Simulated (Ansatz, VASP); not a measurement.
## Two plane-wave programs on In3Se

```
In Se
1.0
     4.80376    0.00000    0.00000
     0.00000    4.80376    0.00000
     0.00000    0.00000    4.80376
In Se
3 1
Cartesian
  0.0000 2.4019 2.4019
  2.4019 0.0000 2.4019
  2.4019 2.4019 0.0000
  0.0000 0.0000 0.0000
```

The cell comes from a database or a generator and needn't be the stable form of this composition.

Alike in both runs: task single point; functional PBEsol; k mesh 4 × 4 × 4; occupations gaussian, width 0.1 eV; no spin polarisation.

```csv
,VASP,Ansatz
version,VASP 6.6.1,Ansatz 0.2.0
potentials or method,"VASP PAW PBE potentials, release 64 (In_d, Se)","scalar-relativistic, plane waves, PAW"
plane-wave cutoff (eV),520,420
valence electrons in the cell,45,55
```

|  | VASP | Ansatz | Ansatz less VASP |
| --- | --- | --- | --- |
| gap on the k mesh at the Fermi level (eV) | none | none | - |
| pressure (GPa) | -2.8 | -2.8 | +0.03 |

A gap of «none» marks a metal or a gap that the smearing closes. The two sets of potentials don't hold the same shells in valence.

Caveats: the PAW data sets were made with another functional, which shifts forces and pressure a little (VASP).
